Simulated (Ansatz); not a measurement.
## SrCl2 in Ansatz: the effect of functional

SrCl2:

```
CELL_PARAMETERS angstrom
0.00000 3.51145 3.51145
3.51145 0.00000 3.51145
3.51145 3.51145 0.00000
ATOMIC_POSITIONS crystal
Sr 0.00000 0.00000 0.00000
Cl 0.75000 0.75000 0.75000
Cl 0.25000 0.25000 0.25000
```

The cell isn't the ideal one: volume scaled by 1.02.

Alike in all runs:

- Program: Ansatz 0.2.0
- Task: single point
- Potentials or basis: Ansatz PAW
- k mesh: 7 × 7 × 7
- Occupations: fermi-dirac, width 0.05 eV
- Spin: no spin polarisation

```tsv
functional	cutoff	gap on the mesh (eV)	pressure (GPa)
LDA	420 eV (not typed: the program's choice for these potentials)	4.84	-3.4
PBEsol	420 eV (not typed: the program's choice for these potentials)	?	?
r2SCAN	500 eV (not typed: the program's choice for these potentials)	5.93	-0.4
```

**Question.** What does the run with functional PBEsol give?

**Answer.** gap on the mesh 5.10 eV; pressure -1.7 GPa.

Caveats: odd divisions of the mesh miss points on the zone boundary, where band edges often lie, so the gap on the mesh can be too wide; the PAW data sets come from PBE, with cores solved anew for the run's functional, which leaves a small shift of forces and pressure.

A k mesh can miss the band edges.

Runs at the PBE level aren't shown here.
